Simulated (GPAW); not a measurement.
Consider Ti on a Si site (antisite) in TiSi2.

```cif
data_structure
_symmetry_space_group_name_H-M 'P 1'
_symmetry_Int_Tables_number 1
_cell_length_a 7.1303
_cell_length_b 7.8431
_cell_length_c 7.9095
_cell_angle_alpha 90.229
_cell_angle_beta 116.792
_cell_angle_gamma 62.963
_cell_volume 340.28
loop_
_atom_site_label
_atom_site_type_symbol
_atom_site_fract_x
_atom_site_fract_y
_atom_site_fract_z
_atom_site_occupancy
Ti1 Ti 0.74778 0.20604 0.45161 1
Ti2 Ti 0.25188 0.20376 0.45750 1
Ti3 Ti 0.99592 0.19795 0.93967 1
Ti4 Ti 0.49509 0.20528 0.94545 1
Ti5 Ti 0.00966 0.79963 0.05194 1
Ti6 Ti 0.49256 0.79956 0.05168 1
Ti7 Ti 0.24941 0.79906 0.54808 1
Ti8 Ti 0.74980 0.79886 0.54816 1
Ti9 Ti 0.93503 0.50244 0.12233 1
Si10 Si 0.43982 0.49671 0.12646 1
Si11 Si 0.18353 0.50478 0.62169 1
Si12 Si 0.68564 0.50312 0.62455 1
Si13 Si 0.81086 0.49918 0.37732 1
Si14 Si 0.31746 0.49941 0.37754 1
Si15 Si 0.06490 0.49900 0.87031 1
Si16 Si 0.55648 0.49926 0.87032 1
Si17 Si 0.32379 0.88477 0.28219 1
Si18 Si 0.82279 0.87742 0.27288 1
Si19 Si 0.58542 0.86849 0.78932 1
Si20 Si 0.07072 0.88403 0.77518 1
Si21 Si 0.41694 0.13026 0.21649 1
Si22 Si 0.91957 0.13002 0.21684 1
Si23 Si 0.67384 0.11544 0.72077 1
Si24 Si 0.18174 0.11550 0.72090 1
```

Absorber: atom 9, with 4 Si at 2.54 Å, 4 Ti at 2.73 to 2.75 Å and 4 Si at 3.00 to 3.08 Å (distorted cuboctahedral; the defect atom itself). Method: GPAW, PBE, excited-electron core hole (neutral cell), 24-atom cell with 7.1 Å between holes, 4×3×3 k points, dipole transitions, Gaussian full width 0.94 eV up to 4 eV, rising linearly to 3.5 eV at 25 eV.

What does the Ti K edge look like?

Main maxima up to 25 eV above the zero (height): 1.7 eV (0.80), 5.5 eV (0.72), 12.6 eV (1.36) and 16.9 eV (1.34). A K edge sees empty p states. The weak features of the first eV are p character mixed into the empty d bands; the main 4p edge lies above them. The total-energy difference is 4982.94 eV. One term is added: -22.82 eV, since the hole is spin-paired here and a spin-polarised one costs that much less in the free atom (computed apart). The photon energy is then 4960.12 eV. The tabulated edge of the element is 4966 eV. The functional leaves an error of a few eV in such absolute values.

The Ti K spectrum (energy from the lowest empty level; intensity scaled to a mean of 1 over the first 20 eV):

| E (eV) | isotropic | ε ∥ x | ε ∥ y | ε ∥ z |
| --- | --- | --- | --- | --- |
| -2.0 | 0.00 | 0.00 | 0.00 | 0.00 |
| -1.5 | 0.00 | 0.00 | 0.00 | 0.00 |
| -1.0 | 0.00 | 0.00 | 0.01 | 0.00 |
| -0.5 | 0.06 | 0.05 | 0.09 | 0.06 |
| 0.0 | 0.29 | 0.23 | 0.36 | 0.28 |
| 0.5 | 0.49 | 0.42 | 0.53 | 0.51 |
| 1.0 | 0.64 | 0.59 | 0.61 | 0.71 |
| 1.5 | 0.79 | 0.80 | 0.64 | 0.93 |
| 2.0 | 0.75 | 0.84 | 0.52 | 0.90 |
| 2.5 | 0.61 | 0.74 | 0.40 | 0.68 |
| 3.0 | 0.52 | 0.61 | 0.41 | 0.56 |
| 3.5 | 0.53 | 0.56 | 0.47 | 0.55 |
| 4.0 | 0.58 | 0.69 | 0.47 | 0.59 |
| 4.5 | 0.63 | 0.75 | 0.45 | 0.69 |
| 5.0 | 0.68 | 0.78 | 0.45 | 0.80 |
| 5.5 | 0.72 | 0.80 | 0.49 | 0.87 |
| 6.0 | 0.68 | 0.71 | 0.56 | 0.76 |
| 6.5 | 0.64 | 0.68 | 0.61 | 0.61 |
| 7.0 | 0.72 | 0.78 | 0.73 | 0.65 |
| 7.5 | 0.89 | 0.86 | 1.01 | 0.79 |
| 8.0 | 1.02 | 0.84 | 1.33 | 0.89 |
| 8.5 | 1.07 | 0.80 | 1.52 | 0.88 |
| 9.0 | 1.06 | 0.81 | 1.56 | 0.81 |
| 9.5 | 1.06 | 0.85 | 1.56 | 0.78 |
| 10.0 | 1.09 | 0.89 | 1.55 | 0.84 |
| 10.5 | 1.16 | 0.96 | 1.53 | 0.98 |
| 11.0 | 1.23 | 1.09 | 1.51 | 1.10 |
| 11.5 | 1.30 | 1.22 | 1.50 | 1.17 |
| 12.0 | 1.34 | 1.28 | 1.52 | 1.23 |
| 12.5 | 1.36 | 1.25 | 1.52 | 1.30 |
| 13.0 | 1.35 | 1.21 | 1.47 | 1.36 |
| 13.5 | 1.32 | 1.20 | 1.37 | 1.37 |
| 14.0 | 1.27 | 1.24 | 1.26 | 1.32 |
| 14.5 | 1.24 | 1.28 | 1.19 | 1.25 |
| 15.0 | 1.24 | 1.30 | 1.19 | 1.23 |
| 15.5 | 1.27 | 1.29 | 1.28 | 1.23 |
| 16.0 | 1.30 | 1.26 | 1.42 | 1.24 |
| 16.5 | 1.33 | 1.22 | 1.55 | 1.23 |
| 17.0 | 1.34 | 1.21 | 1.62 | 1.20 |
| 17.5 | 1.33 | 1.21 | 1.60 | 1.18 |
| 18.0 | 1.28 | 1.21 | 1.49 | 1.15 |
| 18.5 | 1.22 | 1.20 | 1.34 | 1.12 |
| 19.0 | 1.14 | 1.17 | 1.19 | 1.08 |
| 19.5 | 1.07 | 1.12 | 1.06 | 1.04 |
| 20.0 | 1.02 | 1.08 | 0.98 | 1.00 |
| 20.5 | 0.99 | 1.05 | 0.92 | 0.99 |
| 21.0 | 0.99 | 1.05 | 0.89 | 1.02 |
| 21.5 | 1.00 | 1.06 | 0.87 | 1.07 |
| 22.0 | 1.02 | 1.08 | 0.86 | 1.13 |
| 22.5 | 1.04 | 1.10 | 0.86 | 1.17 |
| 23.0 | 1.06 | 1.11 | 0.86 | 1.20 |
| 23.5 | 1.07 | 1.11 | 0.86 | 1.22 |
| 24.0 | 1.07 | 1.12 | 0.86 | 1.24 |
| 24.5 | 1.08 | 1.14 | 0.85 | 1.26 |
| 25.0 | 1.10 | 1.16 | 0.85 | 1.28 |
| 25.5 | 1.11 | 1.20 | 0.84 | 1.30 |
| 26.0 | 1.13 | 1.24 | 0.83 | 1.32 |

Quadrupole 1s→3d transitions, which feed the pre-edge, are not in the dipole spectrum. In so small a cell the defects form an ordered array, and no site is far from one. The mesh is coarse (0.31 Å⁻¹ between points), so small maxima may be mesh ripples.

[Banner, clock and machine lines of the logs are left out without a mark of their own.]

[Logs are printed without paths, hosts, clocks, repeated set-up lines and the standing remarks that a program may print on its own settings, such as how far it seeks lower states.]

[Hosts, paths, dates, database ids (printed as entryN), source tags and the programs' standing remarks are cut or masked in the printed files.]

[Lists of maxima count a maximum above −3 eV only where it reaches 4 % of the highest in the window and stands out from its surroundings by 2 % of it (1.5 % where it reaches 55 %); shoulders and weaker maxima are passed over, and of the rest the first, up to two pre-edge ones and the few strongest are named.]
